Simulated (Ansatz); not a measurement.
The system is NiO.

```
Ni O
1.0
     0.00000    2.09131    2.09131
     2.09131    0.00000    2.09131
     2.09131    2.09131    0.00000
Ni O
1 1
Direct
  0.00000 0.00000 0.00000
  0.50000 0.50000 0.50000
```

Program: Ansatz 0.2.0. Alike in all runs: potentials or basis Ansatz PAW; cell as given; smearing fermi-dirac 0.05 eV. Hardware: 2 threads of Arm Neoverse V1, on a shared host.

Q: Order these runs on this cell by their wall time, lowest first.
A. task projected density of states; level LDA; spin collinear, ferromagnetic start; k mesh 6 × 6 × 6; cutoff (eV) 420; mesh quality coarse
B. task single point; level PBE; spin off; k mesh 11 × 11 × 11; cutoff (eV) 420; mesh quality not flagged
C. task projected density of states; level PBEsol; spin collinear, ferromagnetic start; k mesh 6 × 6 × 6; cutoff (eV) 420; mesh quality coarse
D. task projected density of states; level r2SCAN0; spin collinear, ferromagnetic start; k mesh 6 × 6 × 6; cutoff (eV) 500; mesh quality coarse

A: B (0.75 s), A (1.7 s), C (4 s), D (29 s).

Caveats: some runs use coarse meshes; semilocal functionals often make such compounds metallic where correlation or magnetic order opens a gap, which also shifts bond lengths (some runs); the density of states is complete only up to the lowest level of the last band computed (some runs); a cell with one magnetic atom can't hold antiferromagnetic order, which such compounds often take (some runs); the starting moments weren't kept (some runs); the magnetic or orbital state may not be the lowest (some runs).
